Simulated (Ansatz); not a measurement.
A plane-wave DFT run in Ansatz 0.2.0 (scalar-relativistic PAW potentials unless the input names others): input and command.

```yaml
crystal:
  lattice:
    - [-0.0115164, 3.5805036, 3.4776786]
    - [3.5805036, -0.0115164, 3.4776786]
    - [3.5689872, 3.5689872, 0.0]
  atoms:
    - { symbol: Rb, position: [0.0364697301, 0.0364697301, -0.0364697301] }
    - { symbol: Br, position: [0.4635302699, 0.4635302699, 0.5364697301] }
basis:
  ecutwfc: 420
kpoints:
  mp_grid: { grid: [6, 6, 6] }
hamiltonian:
  xc: pbe
scf:
  occupations: { method: gaussian, width: 0.02 }
output:
  forces: true
  eigenvalues: true
  stress: true
```

```bash
ansatz run input.yaml --threads 1 --pin off --max-ram 1331MiB --backend cpu --events-out ev --progress --plain --runs-dir out
```

Abridged log:
```
Pseudopotentials: kind: paw
Pseudopotential: Rb, paw, valence charge 9, recommended cutoff 420 eV (normal)
Pseudopotential: Br, paw, valence charge 7, recommended cutoff 420 eV (normal)
Functional definition: PBE
Crystal: 2 atoms, lattice volume = 89.167 Å³
Basis set: ecut = 420 eV, 1767 PW (Γ), exchange–correlation on 72×72×72 points (8 copies of the dense FFT grid, shifted against one another)
Bands: 12, of which v1, the nominal top of the filled ones, is band 8 counted from 1 (7 counted from 0)
Symmetry: 4 space group operations
Space group: Imm2 (ITA 44), of the structure as read, at distance tolerance 4.5e-5 Å
k-points: 46 of 216 (time reversal used)
Initial density: superposition of atomic densities (neutral atoms: chi_scale 0, normalization atom), corrected by the library's trained network
Initial wavefunctions: pseudopotential atomic-orbital guess
Functional: x = pbe(κ = 0.804, μ = 0.21951497), c = pbe(β = 0.06672455)
SCF iter   1: F=—  HF=-6053.875989 eV  |F-HF|=—  |Δ(HF+E_count)|=         —  Δρ=2.98e-4  dr2=1.24e-4  ethr=1.77e-3  ⟨swp⟩=8.3  Hψ=4028  notcnv=0
SCF iter   2: F=—  HF=-6053.876320 eV  |F-HF|=—  |Δ(HF+E_count)|=   3.32e-4  Δρ=1.19e-4  dr2=1.05e-5  ethr=7.74e-7  ⟨swp⟩=3.1  Hψ=1703  notcnv=0
SCF iter   3: F=—  HF=-6053.876350 eV  |F-HF|=—  |Δ(HF+E_count)|=   2.94e-5  Δρ=4.72e-5  dr2=1.70e-6  ethr=6.57e-8  ⟨swp⟩=2.9  Hψ=870  notcnv=0
SCF iter   4: F=-6053.876357 eV  HF=-6053.876357 eV  |F-HF|=4.28e-8  |Δ(HF+E_count)|=   7.25e-6  Δρ=6.26e-6  dr2=3.28e-8  ethr=1.06e-8  ⟨swp⟩=2.0  Hψ=855  notcnv=0
SCF iter   5: F=-6053.876357 eV  HF=-6053.876357 eV  |F-HF|=8.15e-9  |Δ(HF+E_count)|=   5.34e-8  Δρ=1.77e-6  dr2=2.34e-9  ethr=2.05e-10  ⟨swp⟩=2.4  Hψ=891  notcnv=0
SCF iter   6: F=-6053.876357 eV  HF=-6053.876357 eV  |F-HF|=1.09e-10  |Δ(HF+E_count)|=   9.55e-9  Δρ=3.03e-7  dr2=9.54e-11  ethr=1.46e-11  ⟨swp⟩=2.0  Hψ=1945  notcnv=0
SCF 1 converged in 6 iterations: F = -6053.876357 eV  dr2 = 9.54e-11
SCF converged after 6 iterations
Free energy (F): -6053.876357 eV
Harris-Foulkes:  -6053.876357 eV  (|F-HF|=1.09e-10)
Internal energy: -6053.876357 eV  (E = F + TS)
E sigma→0 (E₀):  -6053.876357 eV
Fermi energy:    2.621303 eV
--- Forces (eV/Å), atoms counted from 1 ---
  atom   1  Rb     0.00000000     0.00000000    -0.96287351
  atom   2  Br     0.00000000     0.00000000     0.96287867
--- Stress (GPa, compression-positive) ---
       -0.607822       0.026685       0.000000
        0.026685      -0.607822       0.000000
        0.000000       0.000000       4.142139
  P = ⅓ Tr σ = 0.9755 GPa (9.755 kbar)
```

Apart from outputs and empty bands, the input differs from a reference run on usual settings in hamiltonian.xc: "pbesol" → "pbe". The reference, at the same geometry (not necessarily relaxed), gave pressure 0.17 GPa, largest force 0.868 eV/Å, gap on the mesh 4.02 eV. This run converged in 6 SCF iterations (reference: 6) with a total energy on another zero, pressure 0.98 GPa, largest force 0.963 eV/Å, gap on the mesh 4.12 eV.